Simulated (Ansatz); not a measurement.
# A thicker film of SiC (10-10) from two thinner ones

In a field along its normal an insulating film takes a dipole p. Written as a length, p/(ε₀AE), it should grow by 1 − 1/ε for each ångström added.

**Method.** Ansatz 0.2.0, plane waves with PAW datasets (its set soft_2), LDA; wurtzite films relaxed at a bulk in-plane lattice constant near the measured one, then held in weak fields of both signs with a dipole correction (A is the cell's area, E the outer field).

```
    run  distance between the outer atoms (Å)  p/(ε₀AE) (Å)
3 units                                 5.925         7.736
4 units                                 8.570         9.994
6 units                                13.856             ?
```

Q: Estimate the withheld value from the rows shown.

Two rows fix a line: slope = (9.994 − 7.736) / (8.570 − 5.925) = 0.8537, intercept 2.6778. That slope means ε = 1/(1 − 0.8537) = 6.84. At 13.856 it gives 0.8537 × 13.856 + 2.6778 = 14.507 Å, beyond the rows fitted. Rounding of the rows alone allows about ±0.005 Å there; two rows can't show whether the line holds.

The run itself gives 14.493 Å: a miss of −0.014 Å, or 0.1 % of the value. The length is met to within 1 %, though ε is more sensitive than the length: the two thickest films give ε = 6.72.

Caveats: This is the electronic response alone. A unit is one step of the cut along the normal (a plane, a pair of planes or a cell), and the layers relax along it, away from their bulk spacing where the functional's lattice constant differs from the one held.

[Logs are printed without paths, hosts, clocks, repeated set-up lines and the standing remarks that a program may print on its own settings, such as how far it seeks lower states.]
